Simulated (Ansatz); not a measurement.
Runs of Ansatz 0.2.0 on NbAs. It takes space group I4_1md (No. 109, tetragonal). The conventional cell has a = 3.452 Å, b = 3.452 Å, c = 11.680 Å, α = 90.00°, β = 90.00°, γ = 90.00°. Around Nb (site symmetry 2mm) lie 6 As at 2.60 to 2.63 Å. As (site symmetry 2mm) is surrounded by 6 Nb at 2.60 to 2.63 Å. 

| task | level | potentials or basis | U | cell | k mesh | cutoff (eV) | smearing | hubbard projectors | double counting | points for each segment of the path | mesh quality | gap on the mesh (eV) | pressure (GPa) | V0 of scaled cells (Å³/atom) | relaxed volume (Å³/atom) | B0 (GPa) | largest force (eV/Å) |
| --- | --- | --- | --- | --- | --- | --- | --- | --- | --- | --- | --- | --- | --- | --- | --- | --- | --- |
| projected density of states | PBEsol+U | Ansatz PAW | Nb d U = 5 eV | as given | 11 × 11 × 11 | 420 | fermi-dirac 0.05 eV | ortho-atomic (the default) | fll (the default) | - | not flagged | none | -0.3 | - | - | - | 0.24 |
| relaxation of cell and atoms | PBEsol+D4 | Ansatz PAW | - | relaxed | 11 × 11 × 11 | 420 | fermi-dirac 0.05 eV | - | - | - | not flagged | (a) | 0.0 | - | 16.93 | - | - |
| equation of state | r2SCAN | Ansatz PAW | - | as given | 11 × 11 × 11 | 500 | fermi-dirac 0.05 eV | - | - | - | not flagged | - | - | 17.59 | - | 173 | - |
| projected density of states | PBEsol+U | Ansatz PAW | Nb d U = 6 eV | as given | 11 × 11 × 11 | 420 | fermi-dirac 0.05 eV | ortho-atomic (the default) | fll (the default) | - | not flagged | none | 2.3 | - | - | - | (b) |
| phonons | PBE | Ansatz PAW | - | as given | 10 × 10 × 10 | 420 | fermi-dirac 0.05 eV | - | - | - | not flagged | none | - | - | - | - | - |
| equation of state | PBE | Ansatz PAW soft_1 | - | as given | 11 × 11 × 11 | 420 | fermi-dirac 0.05 eV | - | - | - | not flagged | - | - | 17.73 | - | 163 | - |
| projected density of states | LDA+U | Ansatz PAW | Nb d U = 2 eV | as given | 11 × 11 × 11 | 420 | fermi-dirac 0.05 eV | ortho-atomic (the default) | fll (the default) | - | not flagged | none | -4.9 | - | - | - | 0.27 |
| relaxation of cell and atoms | PBEsol+D3(BJ) | Ansatz PAW | - | relaxed | 11 × 11 × 11 | 420 | fermi-dirac 0.05 eV | - | - | - | not flagged | 0.05 | 0.0 | - | 16.58 | - | - |
| single point | LDA | Ansatz PAW | - | as given | 11 × 11 × 11 | 420 | gaussian 0.1 eV | - | - | - | not flagged | none | -5.5 | - | - | - | 0.28 |
| single point | PBE | Ansatz PAW | - | as given | 11 × 11 × 11 | 420 | fermi-dirac 0.05 eV | - | - | - | not flagged | none | (c) | - | - | - | 0.30 |
| projected density of states | LDA+U | Ansatz PAW | Nb d U = 4 eV | as given | 11 × 11 × 11 | 420 | fermi-dirac 0.05 eV | ortho-atomic (the default) | fll (the default) | - | not flagged | none | -4.1 | - | - | - | 0.26 |
| band structure | PBEsol0 | Ansatz PAW | - | as given | 6 × 6 × 6 | 420 | fermi-dirac 0.05 eV | - | - | 4 | coarse | - | - | - | - | - | 0.31 |

Alike in all rows: no spin polarisation.

Task: Estimate the missing entries.

Result: (a) 0.06; (b) 0.06; (c) 3.3.

Caveats: some runs use coarse meshes; the PAW data sets come from PBE, with cores solved anew for the run's functional, which leaves a small shift of forces and pressure (some runs); U without spin polarisation on a metal has little footing (some runs); the U is typed as a test and isn't derived for this compound (some runs); odd divisions of the mesh miss points on the zone boundary, where band edges often lie, so the gap on the mesh can be too wide (some runs); the plane-wave basis is chosen anew once the cell has moved, so the energies of steps on either side of that aren't comparable (some runs); the cell was scaled at fixed shape and fractional positions, which overstates the stiffness of a crystal with free parameters, most of all of layers and chains (some runs); the k mesh misses the band edges, so the gap on the mesh is wider than the one along the path (some runs).

A k mesh can miss the band edges, and the runs leave out spin-orbit coupling on As, Nb.

A gap of «none» marks a metal or a gap under the smearing width.

Not every run made on this cell is shown here.
